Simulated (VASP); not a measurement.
Given:

```
SrF2
1.0
    0.00000     2.88305     2.88305
    2.88305     0.00000     2.88305
    2.88305     2.88305     0.00000
Sr F
1 2
Direct
  0.00000   0.00000   0.00000
  0.25000   0.25000   0.25000
  0.75000   0.75000   0.75000
```

All values below come from PBEsol GGA, VASP's PBE PAW potentials (set 64) (plane waves; VASP). Numerical set-up: 520 eV cut-off, Gaussian smearing of 0.050 eV, potentials Sr_sv F.

Question: What does the run give for the band gap (along the path) with the smallest direct gap where there is one?

Answer: 
```json
{
 "band gap (along the path)": "6.85 eV",
 "smallest direct gap (along the path)": "6.95 eV"
}
```

Only differences to runs with the same potentials and settings are physical.

The compound is SrF2 in the fluorite structure. It was relaxed first.
